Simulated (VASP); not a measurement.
# InAs (Fm-3m) in VASP: notebook

Runs on InAs. Level: PBE. Tasks: single point.

Everything below comes from runs of VASP 6.6.1. Logs are shortened: lines on timing, memory, paths and dates and some standing lists are left out, and cuts for length are marked.

## Step 1: The crystal as given

It takes space group Fm-3m (No. 225, cubic). Conventional cell: a = 5.755 Å, b = 5.755 Å, c = 5.755 Å, α = 90.00°, β = 90.00°, γ = 90.00°. In (site symmetry m-3m) is surrounded by 6 As at 2.88 Å. As (site symmetry m-3m) has 6 In at 2.88 Å as nearest neighbours.

Measurements of this composition are mostly on another form, of space group No. 216.

## Step 2: Single point, PBE, spin-orbit coupling, no magnetisation

Contents of INCAR:

```
  PREC = Accurate
  ENCUT = 340
  EDIFF = 1E-7
  ISMEAR = 0
  SIGMA = 0.02
  LREAL = False
  LASPH = True
  NELM = 100
  ALGO = Normal
  ISIF = 2
  LWAVE = False
  LCHARG = False
  MAGMOM = 0 0 0 0 0 0
  LORBIT = 11
  LSORBIT = True
  GGA_COMPAT = False
  GGA = PE
  NBANDS = 34
```

Contents of KPOINTS:

```
regular mesh
0
Gamma
  6 6 6
```

Contents of POSCAR:

```
InAs
1.0
    0.0000000000      2.8773040000      2.8773040000
    2.8773040000      0.0000000000      2.8773040000
    2.8773040000      2.8773040000      0.0000000000
In As
1 1
Direct
    0.5000000000      0.5000000000      0.5000000000
    0.0000000000      0.0000000000      0.0000000000
```

Potentials or basis: VASP PAW PBE potentials, release 64 (In_d, As).

On the command line:

```
$ cat potpaw_PBE.64/In_d/POTCAR potpaw_PBE.64/As/POTCAR > POTCAR
$ mpirun -np 1 vasp_ncl > vasp.out
```

OUTCAR:

```text
PREC = Accurate
   ENCUT = 340
   EDIFF = 1E-7
   ISMEAR = 0
   LREAL = False
   LASPH = True
   NELM = 100
   ISIF = 2
   LORBIT = 11
   LSORBIT = True
   GGA = PE

 Found     16 irreducible k-points:

 Following reciprocal coordinates:
            Coordinates               Weight
  0.000000  0.000000  0.000000      1.000000
  0.166667  0.000000  0.000000      8.000000
  0.333333  0.000000  0.000000      8.000000
  0.500000  0.000000  0.000000      4.000000
  0.166667  0.166667  0.000000      6.000000
  0.333333  0.166667  0.000000     24.000000
   k-points           NKPTS =     16   k-points in BZ     NKDIM =     16   number of bands    NBANDS=     34
   number of dos      NEDOS =    301   number of ions     NIONS =      2
   total plane-waves  NPLWV =  13824
   dimension x,y,z NGX =    24 NGY =   24 NGZ =   24
   dimension x,y,z NGXF=    48 NGYF=   48 NGZF=   48
   ions per type =               1   1
   NGX,Y,Z   is equivalent  to a cutoff of   9.81,  9.81,  9.81 a.u.
   NGXF,Y,Z  is equivalent  to a cutoff of  19.61, 19.61, 19.61 a.u.
 SYSTEM =  unknown system
   PREC   = accura    normal or accurate (medium, high low for compatibility)
   ISTART =      0    job   : 0-new  1-cont  2-samecut
   ICHARG =      2    charge: 1-file 2-atom 10-const
   ISPIN  =      1    spin polarized calculation?
   LNONCOLLINEAR =      T non collinear calculations
   LSORBIT =      T    spin-orbit coupling
   LASPH  =      T    aspherical Exc in radial PAW
   ENCUT  =  340.0 eV  24.99 Ry    5.00 a.u.   6.12  6.12  6.12*2*pi/ulx,y,z
   NELM   =    100;   NELMIN=  2; NELMDL= -5     # of ELM steps
   EDIFF  = 0.1E-06   stopping-criterion for ELM
   LREAL  =      F    real-space projection
   EDIFFG = 0.1E-05   stopping-criterion for IOM
   NSW    =      0    number of steps for IOM
   IBRION =     -1    ionic relax: 0-MD 1-quasi-New 2-CG
   NFREE  =      0    steps in history (QN), initial steepest desc. (CG)
   ISIF   =      2    stress and relaxation
   ISYM   =      2    0-nonsym 1-usesym 2-fastsym
   POTIM  = 0.5000    time-step for ionic-motion
   TEBEG  =    0.0;   TEEND  =   0.0 temperature during run
   PSTRESS=    0.0 pullay stress
   NELECT =      18.0000    total number of electrons
   NUPDOWN=      -1.0000    fix difference up-down
   EMIN   =  10.00;   EMAX   =-10.00  energy-range for DOS
   EFERMI =   0.00;   METHOD = LEGACY
   ISMEAR =     0;   SIGMA  =   0.02  broadening in eV -4-tet -1-fermi 0-gaus
   EFERMI_NEDOS =   21; number of points for ismear=-14 and -15
   IALGO  =     38    algorithm
   IMIX   =      4    mixing-type and parameters
     AMIX     =   0.40;   BMIX     =  1.00
     AMIX_MAG =   1.60;   BMIX_MAG =  1.00
  volume/ion in A,a.u.               =      23.82       160.75
  Fermi-wavevector in a.u.,A,eV,Ry     =   1.183505  2.236499 19.057448  1.400683
  Thomas-Fermi vector in A             =   2.319738
   LORBIT       =     11    0 simple, 1 ext, 2 COOP (PROOUT), +10 PAW based schemes
   GGA     = PE    functional components
   LHFCALC =     F    Hartree Fock is set to
   AEXX    =    0.0000 exact exchange contribution
   IVDW    =     0    specifies the selected vdW correction
   LEPSILON=     F    determine dielectric tensor
   LRPA    =     F    only Hartree local field effects (RPA)
 Gauss-broadening in eV      SIGMA  =   0.02
  energy-cutoff  :      340.00
  volume of cell :       47.64
 maximum number of plane-waves:      1400
   NGX = 13   NGY = 13   NGZ = 13

 number of electron      18.0000000 magnetization       0.0000000      0.0000000      0.0000000

 number of electron      17.9999988 magnetization      -0.0000000     -0.0000000     -0.0000000

 number of electron      17.9999988 magnetization      -0.0000000     -0.0000000      0.0000000

 number of electron      17.9999988 magnetization       0.0000000      0.0000000     -0.0000000

 Free energy of the ion-electron system (eV)
  ---------------------------------------------------
  ext. energy  EPLUGINS =         0.00000000
  ---------------------------------------------------
  free energy    TOTEN  =        -7.39254877 eV

  energy without entropy =       -7.39144023  energy(sigma->0) =       -7.39199450

 E-fermi :   5.9159     XC(G=0): -10.0935

 val. band max:        5.9047768616   @ k =  -0.3333   0.1667   0.0000
 cond. band min:       6.0129028719   @ k =   0.5000   0.0000   0.0000
 fundamental gap:      0.1081260103
 Fermi energy:         5.9159302475

 k-point     1 :       0.0000    0.0000    0.0000
  band No.  band energies     occupation
      1      -8.8779      1.00000
      2      -8.8779      1.00000
      3      -8.8779      1.00000
      4      -8.8779      1.00000
      5      -8.0313      1.00000
      6      -8.0313      1.00000
[... 22 lines left out ...]
     29      13.6422      0.00000
     30      13.6422      0.00000

 k-point     2 :       0.1667    0.0000    0.0000
  band No.  band energies     occupation
      1      -8.8814      1.00000
      2      -8.8814      1.00000
      3      -8.8746      1.00000
      4      -8.8746      1.00000
      5      -8.0426      1.00000
      6      -8.0426      1.00000
[... 22 lines left out ...]
     29      13.8975      0.00000
     30      13.8975      0.00000

 k-point     3 :       0.3333    0.0000    0.0000
  band No.  band energies     occupation
      1      -8.8886      1.00000
      2      -8.8886      1.00000
      3      -8.8684      1.00000
      4      -8.8684      1.00000
      5      -8.0648      1.00000
      6      -8.0648      1.00000
[... 22 lines left out ...]
     29      15.6711      0.00000
     30      15.6711      0.00000

 k-point     4 :       0.5000    0.0000    0.0000
  band No.  band energies     occupation
      1      -8.8931      1.00000
      2      -8.8931      1.00000
      3      -8.8664      1.00000
      4      -8.8664      1.00000
      5      -8.0765      1.00000
      6      -8.0765      1.00000
[... 22 lines left out ...]
     29      17.7016      0.00000
     30      17.7016      0.00000

 k-point     5 :       0.1667    0.1667    0.0000
  band No.  band energies     occupation
      1      -8.8847      1.00000
      2      -8.8847      1.00000
      3      -8.8754      1.00000
      4      -8.8754      1.00000
      5      -8.0518      1.00000
      6      -8.0518      1.00000
[... 22 lines left out ...]
     29      15.4301      0.00000
     30      15.4301      0.00000

 k-point     6 :       0.3333    0.1667    0.0000
  band No.  band energies     occupation
      1      -8.8957      1.00000
      2      -8.8957      1.00000
      3      -8.8723      1.00000
      4      -8.8723      1.00000
      5      -8.0753      1.00000
      6      -8.0753      1.00000
[... 22 lines left out ...]
     29      16.4086      0.00000
     30      16.4086      0.00000

 [... further k-points ...]

 [bands above 30 left out]

------------------------ aborting loop because EDIFF is reached ----------------------------------------

  FORCE on cell =-STRESS in cart. coord.  units (eV):
  Direction    XX          YY          ZZ          XY          YZ          ZX
  --------------------------------------------------------------------------------------
  -------------------------------------------------------------------------------------
  Total       -0.0976329     -0.0976329     -0.0976329      0.0000000      0.0000000     -0.0000000
  in kB       -3.2833668     -3.2833668     -3.2833668      0.0000000      0.0000000     -0.0000000
  external PRESSURE =      -3.2833668 kB  Pullay stress =       0.0000000 kB

 VOLUME and BASIS-vectors are now :
 -----------------------------------------------------------------------------
  energy-cutoff  :      340.00
  volume of cell :       47.64
      direct lattice vectors                 reciprocal lattice vectors
     0.000000000  2.877304000  2.877304000    -0.173773783  0.173773783  0.173773783
     2.877304000  0.000000000  2.877304000     0.173773783 -0.173773783  0.173773783
     2.877304000  2.877304000  0.000000000     0.173773783  0.173773783 -0.173773783

 POSITION                                       TOTAL-FORCE (eV/Angst)
 -----------------------------------------------------------------------------------
      2.87730      2.87730      2.87730         0.000000     -0.000000     -0.000000
      0.00000      0.00000      0.00000        -0.000000      0.000000      0.000000
 -----------------------------------------------------------------------------------
    total drift:                               -0.000000     -0.000000     -0.000000

  FREE ENERGIE OF THE ION-ELECTRON SYSTEM (eV)
  ---------------------------------------------------
  free  energy   TOTEN  =        -7.3925487679 eV

  energy  without entropy=       -7.3914402321  energy(sigma->0) =       -7.39199450

 Spin-Orbit-Coupling matrix elements

 Ion:    1  E_soc:     -0.0673135
 l=   1
     0.0000000    -0.0050265    -0.0050265
    -0.0050265     0.0000000    -0.0050265
    -0.0050265    -0.0050265     0.0000000
 l=   2
     0.0000000    -0.0012625     0.0000000    -0.0012625    -0.0049300
    -0.0012625     0.0000000    -0.0036975    -0.0012625    -0.0012325
     0.0000000    -0.0036975     0.0000000    -0.0036975     0.0000000
    -0.0012625    -0.0012625    -0.0036975     0.0000000    -0.0012325
    -0.0049300    -0.0012325     0.0000000    -0.0012325     0.0000000
 l=   3
     0.0000000     0.0000000     0.0000000     0.0000000     0.0000000     0.0000000     0.0000000
     0.0000000     0.0000000     0.0000000     0.0000000     0.0000000     0.0000000     0.0000000
     0.0000000     0.0000000     0.0000000     0.0000000     0.0000000     0.0000000     0.0000000
     0.0000000     0.0000000     0.0000000     0.0000000     0.0000000     0.0000000     0.0000000
     0.0000000     0.0000000     0.0000000     0.0000000     0.0000000     0.0000000     0.0000000
     0.0000000     0.0000000     0.0000000     0.0000000     0.0000000     0.0000000     0.0000000
     0.0000000     0.0000000     0.0000000     0.0000000     0.0000000     0.0000000     0.0000000

 Ion:    2  E_soc:     -0.0350476
 l=   1
     0.0000000    -0.0058433    -0.0058433
    -0.0058433     0.0000000    -0.0058433
    -0.0058433    -0.0058433     0.0000000
 l=   2
     0.0000000    -0.0000008     0.0000000    -0.0000008     0.0000028
    -0.0000008     0.0000000     0.0000021    -0.0000008     0.0000007
     0.0000000     0.0000021     0.0000000     0.0000021     0.0000000
    -0.0000008    -0.0000008     0.0000021     0.0000000     0.0000007
     0.0000028     0.0000007     0.0000000     0.0000007     0.0000000
 l=   3
     0.0000000     0.0000000     0.0000000     0.0000000     0.0000000     0.0000000     0.0000000
     0.0000000     0.0000000     0.0000000     0.0000000     0.0000000     0.0000000     0.0000000
     0.0000000     0.0000000     0.0000000     0.0000000     0.0000000     0.0000000     0.0000000
     0.0000000     0.0000000     0.0000000     0.0000000     0.0000000     0.0000000     0.0000000
     0.0000000     0.0000000     0.0000000     0.0000000     0.0000000     0.0000000     0.0000000
     0.0000000     0.0000000     0.0000000     0.0000000     0.0000000     0.0000000     0.0000000
     0.0000000     0.0000000     0.0000000     0.0000000     0.0000000     0.0000000     0.0000000

 total charge

# of ion       s       p       d       tot
------------------------------------------
    1        0.881   0.556   9.876  11.313
    2        1.265   1.440   0.023   2.727
--------------------------------------------------
tot          2.145   1.996   9.899  14.040

 magnetization (x)

# of ion       s       p       d       tot
------------------------------------------
    1        0.000   0.000   0.000   0.000
    2        0.000   0.000   0.000   0.000
--------------------------------------------------
tot          0.000   0.000   0.000   0.000

 magnetization (y)

# of ion       s       p       d       tot
------------------------------------------
    1        0.000   0.000   0.000   0.000
    2        0.000   0.000  -0.000   0.000
--------------------------------------------------
tot          0.000   0.000  -0.000   0.000

 magnetization (z)

# of ion       s       p       d       tot
------------------------------------------
    1        0.000   0.000   0.000   0.000
    2       -0.000   0.000  -0.000  -0.000
--------------------------------------------------
tot          0.000   0.000   0.000   0.000
```

It took 16 s on 1 thread of Intel Xeon Platinum 8488C (Sapphire Rapids), shared host; peak memory 0.2 GiB.

These settings aren't checked as converged: the numbers below hold their error.

Results:

```
Free energy                                           : -7.3925 eV
Pressure                                              : -0.3 GPa
Valence electrons inside the program's atomic spheres : In 11.31; As 2.73
```

## Step 3: Single point, PBE, spin-orbit coupling, no magnetisation

Changes to INCAR since step 2:

```diff
@@ -1,3 +1,3 @@
   PREC = Accurate
-  ENCUT = 340
+  ENCUT = 280
   EDIFF = 1E-7
```

Contents of KPOINTS:

```
regular mesh
0
Gamma
  7 7 7
```

POSCAR is that of step 2.

Potentials or basis: VASP PAW PBE potentials, release 64 (In_d, As).

On the command line:

```
$ cat potpaw_PBE.64/In_d/POTCAR potpaw_PBE.64/As/POTCAR > POTCAR
$ mpirun -np 1 vasp_ncl > vasp.out
```

Wall time 17 s (1 thread of Intel Xeon Platinum 8488C (Sapphire Rapids), shared host); peak memory 0.19 GiB.

These settings aren't checked as converged: the numbers below hold their error.

Results:

```yaml
Free_energy: -7.3823 eV
Pressure: -0.3 GPa
Valence_electrons_inside_the_program's_atomic_spheres: In 11.30; As 2.73
```

Caveat: the cutoff is under 1.25 times the usual one of these potentials, so pressure, stress and relaxed cells hold a basis-set (Pulay) error.
